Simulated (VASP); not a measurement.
Input of a VASP 6.6.1 run:

The input run.py:

```python
from ase.calculators.vasp import Vasp
from ase.filters import FrechetCellFilter
from ase.optimize import BFGSLineSearch
from ase.spacegroup import crystal

atoms = crystal(
    ['Cs', 'H'],
    basis=[[0.0, 0.0, 0.0], [0.5, 0.0, 0.0]],
    spacegroup=225,
    setting=1,
    cellpar=[6.376, 6.376, 6.376, 90.0, 90.0, 90.0],
    primitive_cell=True,
)
calc = Vasp(
    directory='calc',
    xc='r2scan',
    pp='PBE',
    setups='recommended',
    prec='Accurate',
    encut=600,
    ediff=1e-06,
    ismear=0,
    sigma=0.05,
    lreal=False,
    lasph=True,
    nelm=60,
    algo='Normal',
    isif=2,
    lwave=False,
    lcharg=False,
    lmixtau=True,
    ivdw=12,
    vdw_s6=1.0,
    vdw_s8=0.78981345,
    vdw_a1=0.49484001,
    vdw_a2=5.73083694,
    kpts=[7, 7, 7],
    gamma=True,
)
atoms.calc = calc
opt = BFGSLineSearch(FrechetCellFilter(atoms), trajectory='relax.traj')
converged = opt.run(fmax=0.02, steps=40)
print('converged:', converged)

print('energy (eV):', atoms.get_potential_energy())
print('free energy (eV):', atoms.get_potential_energy(force_consistent=True))
print('forces (eV/A):')
print(atoms.get_forces())
print('stress (eV/A^3, Voigt):', atoms.get_stress())
print('Fermi level (eV):', calc.get_fermi_level())
print('cell (A, degrees):', atoms.cell.cellpar())
print('volume (A^3):', atoms.get_volume())
print('scaled positions:')
print(atoms.get_scaled_positions())
```

Potentials or basis: VASP PAW PBE potentials, release 64 (Cs_sv, H).

The run is started by

```bash
$ python run.py
```

**Question.** Predict the relaxed cell.

**Answer.** a = 4.481 Å, b = 4.481 Å, c = 4.481 Å, α = 60.00°, β = 60.00°, γ = 60.00°.

**Question.** What does it give for the space group after relaxing (to 0.05 Å)?

**Answer.** Fm-3m (No. 225).

**Question.** Estimate the dispersion energy per atom.

**Answer.** -0.052 eV.

**Question.** Predict the relaxed volume.

**Answer.** 31.80 Å³/atom.

Final structure:
```
Cs H
1.0
     0.00000    3.16829    3.16829
     3.16829    0.00000    3.16829
     3.16829    3.16829    0.00000
Cs H
1 1
Cartesian
  0.0000 0.0000 0.0000
  3.1683 3.1683 3.1683
```

Caveat: the PAW data sets were made with another functional, which shifts forces and pressure a little.
